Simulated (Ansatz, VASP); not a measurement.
Two plane-wave programs on Te2Mo

Contents of INCAR:

```
SYSTEM = Te2Mo
  PREC = Accurate
  ENCUT = 520
  EDIFF = 1E-7
  ISMEAR = 0
  SIGMA = 0.1
  LREAL = .FALSE.
  LASPH = .TRUE.
  NELM = 100
  ALGO = Fast
  ISIF = 2
  LWAVE = .FALSE.
  LCHARG = .FALSE.
  GGA = PE
  IVDW = 12
  NBANDS = 64
```

File KPOINTS:

```
Automatic mesh
0
G
  6 6 1
  0 0 0
```

The input POSCAR:

```
Te2Mo
1.0
    3.5613831954      0.0000000000      0.0000000000
   -1.7806915977      3.0842483198      0.0000000000
    0.0000000000      0.0000000000     38.9902681400
Te Mo
8 4
Direct
    0.3333333300      0.6666666700      0.8599190800
    0.3333333300      0.6666666700      0.2363693300
    0.6666666700      0.3333333300      0.6717768300
    0.6666666700      0.3333333300      0.0481819100
    0.6666666700      0.3333333300      0.7636306700
    0.6666666700      0.3333333300      0.1400809200
    0.3333333300      0.6666666700      0.9518180900
    0.3333333300      0.6666666700      0.3282231700
    0.3333333300      0.6666666700      0.7176620000
    0.3333333300      0.6666666700      0.0941411600
    0.6666666700      0.3333333300      0.9058588400
    0.6666666700      0.3333333300      0.2823380000
```

Input for Ansatz:

```yaml
crystal:
  lattice:
    - [3.5613831954, 0.0, 0.0]
    - [-1.7806915977, 3.0842483198, 0.0]
    - [0.0, 0.0, 38.99026814]
  atoms:
    - { symbol: Te, position: [0.33333333, 0.66666667, 0.85991908] }
    - { symbol: Te, position: [0.33333333, 0.66666667, 0.23636933] }
    - { symbol: Te, position: [0.66666667, 0.33333333, 0.67177683] }
    - { symbol: Te, position: [0.66666667, 0.33333333, 0.04818191] }
    - { symbol: Te, position: [0.66666667, 0.33333333, 0.76363067] }
    - { symbol: Te, position: [0.66666667, 0.33333333, 0.14008092] }
    - { symbol: Te, position: [0.33333333, 0.66666667, 0.95181809] }
    - { symbol: Te, position: [0.33333333, 0.66666667, 0.32822317] }
    - { symbol: Mo, position: [0.33333333, 0.66666667, 0.717662] }
    - { symbol: Mo, position: [0.33333333, 0.66666667, 0.09414116] }
    - { symbol: Mo, position: [0.66666667, 0.33333333, 0.90585884] }
    - { symbol: Mo, position: [0.66666667, 0.33333333, 0.282338] }
basis:
  ecutwfc: 420
kpoints:
  mp_grid: { grid: [6, 6, 1] }
hamiltonian:
  xc: pbe
  dispersion: d3bj
scf:
  occupations: { method: gaussian, width: 0.1 }
output:
  forces: true
  stress: true
  eigenvalues: true
```

Alike in both runs: task single point; functional PBE; dispersion D3(BJ); k mesh 6 × 6 × 1; occupations gaussian, width 0.1 eV; no spin polarisation.

```csv
,VASP,Ansatz
version,VASP 6.6.1,Ansatz 0.2.0
potentials or method,"VASP PAW PBE potentials, release 64 (Te, Mo_sv)","scalar-relativistic, plane waves, PAW"
plane-wave cutoff (eV),520,420
valence electrons in the cell,104,184
```

```csv
,VASP,Ansatz,Ansatz less VASP
gap on the k mesh at the Fermi level (eV),0.99,1.00,+0.006
least direct gap on the mesh (eV),1.00,1.00,+0.001
rms of the force components (eV/Å),0.082,0.076,-0.0061
```

Atom by atom the forces differ by 0.006 eV/Å (rms over components). The functional is the same, so the differences come from potentials, cutoffs and numerics. The two sets of potentials don't hold the same shells in valence.

Caveats: spin-orbit coupling is left out, which moves the levels of the heavy elements.
